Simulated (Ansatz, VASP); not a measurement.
## AlN in VASP and in Ansatz

Contents of INCAR:

```
PREC     = Accurate       # precision mode
ENCUT    = 520            # plane-wave cutoff, eV
EDIFF    = 1E-6           # SCF threshold, eV
ISMEAR   = 0              # smearing method
SIGMA    = 0.05           # smearing width, eV
LREAL    = False          # projectors in reciprocal space
LASPH    = True           # aspherical terms in the spheres
NELM     = 60             # most SCF steps
ALGO     = Normal         # electronic algorithm
ISIF     = 2              # what is computed and relaxed
LWAVE    = False          # write WAVECAR
LCHARG   = False          # write CHGCAR
NBANDS   = 16             # bands
```

KPOINTS

```
regular mesh
0
Gamma
  9 9 6
```

File POSCAR:

```
AlN
1.0
    3.1658306752      0.0000000000      0.0000000000
   -1.5829153376      2.7416897888      0.0000000000
    0.0000000000      0.0000000000      5.0671738979
Al N
2 2
Direct
    0.3054891404      0.6666666667      0.0015210182
    0.6945108596      0.3333333333      0.5015210182
    0.3581834940      0.6666666667      0.3834789818
    0.6418165060      0.3333333333      0.8834789818
```

Input for Ansatz:

```yaml
crystal:
  lattice:
    - [3.1658306752, 0.0, 0.0]
    - [-1.5829153376, 2.7416897888, 0.0]
    - [0.0, 0.0, 5.0671738979]
  atoms:
    - { symbol: Al, position: [0.3054891404, 0.6666666667, 0.0015210182] }
    - { symbol: Al, position: [0.6945108596, 0.3333333333, 0.5015210182] }
    - { symbol: "N", position: [0.358183494, 0.6666666667, 0.3834789818] }
    - { symbol: "N", position: [0.641816506, 0.3333333333, 0.8834789818] }
basis:
  ecutwfc: 520.0
kpoints:
  mp_grid: { grid: [9, 9, 6] }
hamiltonian:
  xc: lda
  pseudopotentials: { kind: paw, azcp: { folder: soft_1 } }
scf:
  occupations: { method: gaussian, width: 0.05 }
output:
  forces: true
  stress: true
  eigenvalues: true
```

Change from the starting cell: mode 4 frozen in at -0.086 Å, equal normal strain along x, y and z +0.0250.

Alike in both runs: task single point; functional LDA; k mesh 9 × 9 × 6; occupations gaussian, width 0.05 eV; no spin polarisation.

```csv
,VASP,Ansatz
version,VASP 6.6.1,Ansatz 0.2.0
potentials or method,"VASP PAW LDA potentials, release 64 (Al, N)","scalar-relativistic, plane waves, PAW"
plane-wave cutoff (eV),520,520
valence electrons in the cell,16,16
```

|  | VASP | Ansatz | Ansatz less VASP |
| --- | --- | --- | --- |
| gap on the k mesh at the Fermi level (eV) | 3.69 | 3.68 | -0.006 |
| least direct gap on the mesh (eV) | 3.69 | 3.68 | -0.006 |
| pressure (GPa) | -13.3 | -13.7 | -0.41 |
| largest component of the traceless stress (GPa) | 0.90 | 0.93 | +0.025 |
| rms of the force components (eV/Å) | 0.226 | 0.227 | +0.0001 |

Atom by atom the forces differ by 0.001 eV/Å (rms over components). Ansatz warned: «pseudo_functional_mismatch».

Caveats: an odd mesh through Γ misses points on the zone boundary, where band edges often lie.
